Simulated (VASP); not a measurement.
# CdTe (F-43m) in VASP: a series of runs

Runs on CdTe. Level: PBEsol. Tasks: single point.

Program: VASP 6.6.1. These are calculated values, not measurements. Logs are shortened: lines on timing, memory, paths and dates and some standing lists are left out, and cuts for length are marked.

**What was measured.**

From a printed reference work, data compilation, for a bulk crystal of CdTe at 0 K: band gap 1.607 eV.

How close the calculation comes is told below.

## Step 1: The cell of the first run

It takes space group F-43m (No. 216, cubic). Conventional cell: a = 6.410 Å, b = 6.410 Å, c = 6.410 Å, α = 90.00°, β = 90.00°, γ = 90.00°. Cd (site symmetry -43m) has 4 Te at 2.78 Å within 3.7 Å. Te (site symmetry -43m) has 4 Cd at 2.78 Å within 3.7 Å.

## Step 2: Single point, PBEsol

Input file INCAR:

```
PREC = Accurate
ENCUT = 500
EDIFF = 1E-6
ISMEAR = 0
SIGMA = 0.01
LREAL = F
LASPH = T
NELM = 120
ALGO = Normal
ISIF = 2
LWAVE = F
LCHARG = F
GGA = PS
NBANDS = 16
GGA_COMPAT = F
```

Input file KPOINTS:

```
Automatic mesh
0
Gamma
  5 5 5
```

Input file POSCAR:

```
CdTe
1.0
    0.0000000000      3.2050000000      3.2050000000
    3.2050000000      0.0000000000      3.2050000000
    3.2050000000      3.2050000000      0.0000000000
Cd Te
1 1
Direct
    0.0000000000      0.0000000000      0.0000000000
    0.2500000000      0.2500000000      0.2500000000
```

Potentials or basis: VASP PAW PBE potentials, release 64 (Cd, Te).

Started as:

```console
$ cat potpaw_PBE.64/Cd/POTCAR potpaw_PBE.64/Te/POTCAR > POTCAR
$ mpirun -np 1 vasp_std > vasp.out
```

OUTCAR:

```text
PREC = Accurate
   ENCUT = 500
   EDIFF = 1E-6
   ISMEAR = 0
   LREAL = F
   LASPH = T
   NELM = 120
   ISIF = 2
   GGA = PS

 ion  position               nearest neighbor table
   1  0.000  0.000  0.000-   2 2.78   2 2.78   2 2.78   2 2.78
   2  0.250  0.250  0.250-   1 2.78   1 2.78   1 2.78   1 2.78

  LATTYP: Found a face centered cubic cell.
 ALAT       =     6.4100000000

  Lattice vectors:

 A1 = (   0.0000000000,   3.2050000000,   3.2050000000)
 A2 = (   3.2050000000,   0.0000000000,   3.2050000000)
 A3 = (   3.2050000000,   3.2050000000,   0.0000000000)

Analysis of symmetry for initial positions (statically):
=====================================================================
 Subroutine PRICEL returns:
 Original cell was already a primitive cell.

 Routine SETGRP: Setting up the symmetry group for a
 face centered cubic supercell.

 Subroutine GETGRP returns: Found 24 space group operations
 (whereof 24 operations were pure point group operations)
 out of a pool of 48 trial point group operations.

The static configuration has the point symmetry T_d .

Analysis of symmetry for dynamics (positions and initial velocities):
=====================================================================
 Subroutine PRICEL returns:
 Original cell was already a primitive cell.

 Routine SETGRP: Setting up the symmetry group for a
 face centered cubic supercell.

 Subroutine GETGRP returns: Found 24 space group operations
 (whereof 24 operations were pure point group operations)
 out of a pool of 48 trial point group operations.

The dynamic configuration has the point symmetry T_d .

 Subroutine INISYM returns: Found 24 space group operations
 (whereof 24 operations are pure point group operations),
 and found     1 'primitive' translations

----------------------------------------------------------------------------------------

                                     Primitive cell

  volume of cell :      65.8437

  direct lattice vectors                    reciprocal lattice vectors
     0.000000000  3.205000000  3.205000000    -0.156006240  0.156006240  0.156006240
     3.205000000  0.000000000  3.205000000     0.156006240 -0.156006240  0.156006240
     3.205000000  3.205000000  0.000000000     0.156006240  0.156006240 -0.156006240

  length of vectors
     4.532554467  4.532554467  4.532554467     0.270210734  0.270210734  0.270210734

  position of ions in fractional coordinates (direct lattice)
     0.000000000  0.000000000  0.000000000
[... 63 lines left out ...]
   EDIFF  = 0.1E-05   stopping-criterion for ELM
   LREAL  =      F    real-space projection
   EDIFFG = 0.1E-04   stopping-criterion for IOM
   NSW    =      0    number of steps for IOM
   IBRION =     -1    ionic relax: 0-MD 1-quasi-New 2-CG
   NFREE  =      0    steps in history (QN), initial steepest desc. (CG)
   ISIF   =      2    stress and relaxation
   ISYM   =      2    0-nonsym 1-usesym 2-fastsym
   POTIM  = 0.5000    time-step for ionic-motion
   TEBEG  =    0.0;   TEEND  =   0.0 temperature during run
   PSTRESS=    0.0 pullay stress
   NELECT =      18.0000    total number of electrons
   NUPDOWN=      -1.0000    fix difference up-down
   EMIN   =  10.00;   EMAX   =-10.00  energy-range for DOS
   EFERMI =   0.00;   METHOD = LEGACY
   ISMEAR =     0;   SIGMA  =   0.01  broadening in eV -4-tet -1-fermi 0-gaus
   EFERMI_NEDOS =   21; number of points for ismear=-14 and -15
   IALGO  =     38    algorithm
   IMIX   =      4    mixing-type and parameters
     AMIX     =   0.40;   BMIX     =  1.00
     AMIX_MAG =   1.60;   BMIX_MAG =  1.00
  volume/ion in A,a.u.               =      32.92       222.17
  Fermi-wavevector in a.u.,A,eV,Ry     =   1.062497  2.007828 15.359610  1.128899
  Thomas-Fermi vector in A             =   2.197950
   LORBIT       =      0    0 simple, 1 ext, 2 COOP (PROOUT), +10 PAW based schemes
   GGA     = PS    functional components
   LHFCALC =     F    Hartree Fock is set to
   AEXX    =    0.0000 exact exchange contribution
   IVDW    =     0    specifies the selected vdW correction
   LEPSILON=     F    determine dielectric tensor
   LRPA    =     F    only Hartree local field effects (RPA)
 non-spin polarized calculation
 Gauss-broadening in eV      SIGMA  =   0.01
  energy-cutoff  :      500.00
  volume of cell :       65.84
 maximum number of plane-waves:      1687
 NGX is ok and might be reduce to    36
   NGX = 17   NGY = 17   NGZ = 17

 number of electron      17.9999995 magnetization

 Free energy of the ion-electron system (eV)
  ---------------------------------------------------
  ext. energy  EPLUGINS =         0.00000000
  ---------------------------------------------------
  free energy    TOTEN  =        -5.45390917 eV

  energy without entropy =       -5.45390917  energy(sigma->0) =       -5.45390917

 E-fermi :   2.5958     XC(G=0):  -8.9241

 val. band max:        2.5282981212   @ k =   0.0000   0.0000   0.0000
 cond. band min:       3.2843133580   @ k =   0.0000   0.0000   0.0000
 fundamental gap:      0.7560152368
 Fermi energy:         2.5958443141

 k-point     1 :       0.0000    0.0000    0.0000
  band No.  band energies     occupation
      1      -8.8788      2.00000
      2      -5.8610      2.00000
      3      -5.8610      2.00000
      4      -5.8610      2.00000
      5      -5.5713      2.00000
      6      -5.5713      2.00000
[... 167 lines left out ...]
      3      -5.7293      2.00000
      4      -5.6133      2.00000
      5      -5.5631      2.00000
      6      -5.0563      2.00000
[... 8 lines left out ...]
     15      12.6467      0.00000
     16      14.6435      0.00000

------------------------ aborting loop because EDIFF is reached ----------------------------------------

  FORCE on cell =-STRESS in cart. coord.  units (eV):
  Direction    XX          YY          ZZ          XY          YZ          ZX
  --------------------------------------------------------------------------------------
  -------------------------------------------------------------------------------------
  Total        0.7917720      0.7917720      0.7917720      0.0000000      0.0000000      0.0000000
  in kB       19.2662258     19.2662258     19.2662258      0.0000000      0.0000000      0.0000000
  external PRESSURE =      19.2662258 kB  Pullay stress =       0.0000000 kB

 VOLUME and BASIS-vectors are now :
 -----------------------------------------------------------------------------
  energy-cutoff  :      500.00
  volume of cell :       65.84
      direct lattice vectors                 reciprocal lattice vectors
     0.000000000  3.205000000  3.205000000    -0.156006240  0.156006240  0.156006240
     3.205000000  0.000000000  3.205000000     0.156006240 -0.156006240  0.156006240
     3.205000000  3.205000000  0.000000000     0.156006240  0.156006240 -0.156006240

 POSITION                                       TOTAL-FORCE (eV/Angst)
 -----------------------------------------------------------------------------------
      0.00000      0.00000      0.00000        -0.000000     -0.000000     -0.000000
      1.60250      1.60250      1.60250         0.000000      0.000000      0.000000
 -----------------------------------------------------------------------------------
    total drift:                                0.000000      0.000000      0.000000

  FREE ENERGIE OF THE ION-ELECTRON SYSTEM (eV)
  ---------------------------------------------------
  free  energy   TOTEN  =        -5.4539091718 eV

  energy  without entropy=       -5.4539091718  energy(sigma->0) =       -5.45390917
```

OSZICAR:

```text
N       E                     dE             d eps       ncg     rms          rms(c)
DAV:   1     0.100897212812E+03    0.10090E+03   -0.84260E+03   320   0.963E+02
DAV:   2    -0.229298027687E+01   -0.10319E+03   -0.96209E+02   376   0.237E+02
DAV:   3    -0.568512918789E+01   -0.33921E+01   -0.33875E+01   376   0.447E+01
DAV:   4    -0.571460956700E+01   -0.29480E-01   -0.29479E-01   504   0.378E+00
DAV:   5    -0.571466871179E+01   -0.59145E-04   -0.59145E-04   384   0.158E-01    0.583E+00
DAV:   6    -0.547381161197E+01    0.24086E+00   -0.43956E-01   376   0.859E+00    0.479E+00
DAV:   7    -0.545472016420E+01    0.19091E-01   -0.10723E-01   376   0.219E+00    0.191E+00
DAV:   8    -0.545386745751E+01    0.85271E-03   -0.10960E-02   360   0.120E+00    0.502E-01
DAV:   9    -0.545385843445E+01    0.90231E-05   -0.76010E-04   368   0.308E-01    0.128E-01
DAV:  10    -0.545388826563E+01   -0.29831E-04   -0.10937E-04   376   0.952E-02    0.561E-02
DAV:  11    -0.545391163855E+01   -0.23373E-04   -0.51368E-05   376   0.470E-02    0.424E-02
DAV:  12    -0.545390942425E+01    0.22143E-05   -0.44200E-06   352   0.160E-02    0.218E-02
DAV:  13    -0.545390917179E+01    0.25246E-06   -0.69675E-07   304   0.394E-03
   1 F= -.54539092E+01 E0= -.54539092E+01  d E =-.207479E-23
```

stdout:

```text
POSCAR found type information on POSCAR CdTe
 POSCAR found :  2 types and       2 ions
 scaLAPACK will be used
 -----------------------------------------------------------------------------
|                                                                             |
|                                                                             |
|     You enforced a specific xc type in the INCAR file but a different       |
|     I HOPE YOU KNOW WHAT YOU ARE DOING!                                     |
|                                                                             |
 -----------------------------------------------------------------------------

 LDA part: xc-table for (Slater+PW92), standard interpolation
 POSCAR, INCAR and KPOINTS ok, starting setup
 FFT: planning ... GRIDC
 FFT: planning ... GRID_SOFT
 FFT: planning ... GRID
 WAVECAR not read
 entering main loop
```

Run time: 15 s. Hardware: 1 thread of Intel Xeon 6975P-C, shared host; peak memory 0.2 GiB.

What came out:

| Item | Value |
| --- | --- |
| Free energy | -5.4539 eV |
| Pressure | 1.9 GPa |
| Band gap on the k mesh | 0.76 eV, direct |

Caveat: the PAW data sets were made with another functional, which shifts forces and pressure a little; spin-orbit coupling is left out, which moves the levels of the heavy elements.

(Continued in part 2 of 2.)
